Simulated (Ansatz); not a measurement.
## HfO2 under strain — ¹⁷O NMR of the central transition

Cell: a structure deposited in the COD, relaxed with PBE at fixed cell and then changed (z compressed by 3 %, ions relaxed).

```
Hf O
1.0
     5.05980    0.00000    0.00000
     0.00000   10.01720    0.00000
     0.00000    0.00000    5.07077
Hf O
8 16
Direct
  0.74475 0.88435 0.96631
  0.24475 0.61565 0.03369
  0.25525 0.38435 0.53369
  0.75525 0.11565 0.46631
  0.25525 0.11565 0.03369
  0.75525 0.38435 0.96631
  0.74475 0.61565 0.46631
  0.24475 0.88435 0.53369
  0.86944 0.79198 0.61958
  0.36944 0.70802 0.38042
  0.13056 0.29198 0.88042
  0.63056 0.20802 0.11958
  0.13056 0.20802 0.38042
  0.63056 0.29198 0.61958
  0.86944 0.70802 0.11958
  0.36944 0.79198 0.88042
  0.50288 0.97648 0.26115
  0.00288 0.52352 0.73885
  0.49712 0.47648 0.23885
  0.99712 0.02352 0.76115
  0.49712 0.02352 0.73885
  0.99712 0.47648 0.26115
  0.50288 0.52352 0.76115
  0.00288 0.97648 0.23885
```

Sites (sets of like atoms) are named by element and the number of their first atom in this list.

Computed with Ansatz: DFT, PBE, plane waves and PAW, scalar-relativistic, 420 eV cutoff, Γ-centred 5×3×5 k-points, Fermi–Dirac smearing 0.02 eV.

¹⁷O has I = 5/2 and Q = -25.58 mb (Pyykkö 2018); at 16.4 T its Larmor frequency is ν₀ = 94.7 MHz. Only the quadrupole interaction is simulated: positions count from each site's isotropic chemical shift, and J coupling is left out, as are shift anisotropy and dipolar coupling, which fast spinning averages.

Problem. Simulate the second-order pattern (fast magic-angle spinning, Gaussian broadening 0.02 kHz) of site O9 (3 Hf at 2.03–2.16 Å; also 2 Hf at 3.32–3.34 Å).

Solution. The calculation gives C_Q = 1.78 MHz and η = 0.63, so ν_Q = 0.266 MHz and the centre of gravity lies at -2.39 ppm (-0.226 kHz).

offset (kHz), height and a bar:
```
  -0.5571          0 
  -0.5320          4 #
  -0.5070          9 ###
  -0.4819          9 ###
  -0.4569         13 ####
  -0.4318         24 #######
  -0.4068         27 ########
  -0.3817         29 #########
  -0.3566         32 ##########
  -0.3316         36 ###########
  -0.3065         52 ################
  -0.2815        100 ##############################
  -0.2564         79 ########################
  -0.2314         74 ######################
  -0.2063         84 #########################
  -0.1812         87 ##########################
  -0.1562         64 ###################
  -0.1311         54 ################
  -0.1061         47 ##############
  -0.0810         43 #############
  -0.0560         39 ############
  -0.0309         36 ###########
  -0.0058         13 ####
   0.0192          0
```

Without spin–orbit coupling the gradients at and beside Hf can be off by some per cent, at some sites by more. At this changed cell the PBE pressure is 14 GPa.

The relaxation (5 steps) took 22 s of wall time (84 s of CPU time) and 1.7 GiB at its peak, on 4 threads of AMD EPYC 9R45 (Zen 5) (x86_64; 16 cores open to the job, memory cap 8.0 GiB, no GPU), a shared host with a load of 0.3 a core.
